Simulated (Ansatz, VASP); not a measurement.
# ZnCu in VASP and in Ansatz

File INCAR:

```
SYSTEM = ZnCu
  PREC = Accurate
  ENCUT = 520
  EDIFF = 1E-6
  ISMEAR = 0
  SIGMA = 0.1
  LREAL = .FALSE.
  LASPH = .TRUE.
  NELM = 100
  ALGO = Normal
  ISIF = 2
  LWAVE = .FALSE.
  LCHARG = .FALSE.
  GGA = PE
  NBANDS = 18
```

The input KPOINTS:

```
regular mesh
0
G
  5 5 5
  0 0 0
```

Contents of POSCAR:

```
ZnCu
1.0
    2.9450000000      0.0000000000      0.0000000000
    0.0000000000      2.9450000000      0.0000000000
    0.0000000000      0.0000000000      2.9450000000
Zn Cu
1 1
Direct
    0.5000000000      0.5000000000      0.5000000000
    0.0000000000      0.0000000000      0.0000000000
```

Input for Ansatz:

```yaml
crystal:
  lattice:
    - [2.945, 0.0, 0.0]
    - [0.0, 2.945, 0.0]
    - [0.0, 0.0, 2.945]
  atoms:
    - { symbol: Zn, position: [0.5, 0.5, 0.5] }
    - { symbol: Cu, position: [0.0, 0.0, 0.0] }
kpoints:
  mp_grid:
    grid: [5, 5, 5]
hamiltonian:
  xc: pbe
  pseudopotentials:
    kind: nc
scf:
  max_iter: 150
  algorithm: density_mixing
  lower_state_search: "off"
  mixing:
    algorithm: anderson
    beta: 0.2
    ndim: 6
  occupations:
    method: gaussian
output:
  stress: true
```

Alike in both runs: task single point; functional PBE; k mesh 5 × 5 × 5; no spin polarisation.

```csv
,VASP,Ansatz
version,VASP 6.6.1,Ansatz 0.2.0
potentials or method,"VASP PAW PBE potentials, release 64 (Zn, Cu)","plane waves, norm-conserving potentials"
plane-wave cutoff (eV),520,1252
occupations,"gaussian, width 0.1 eV",gaussian
valence electrons in the cell,23,39
```

```tsv
	VASP	Ansatz	Ansatz less VASP
pressure (GPa)	3.6	3.0	-0.54
```

The two sets of potentials don't hold the same shells in valence.

Caveats: the k mesh is coarse (spacing up to 0.43 Å⁻¹), so the values aren't converged.
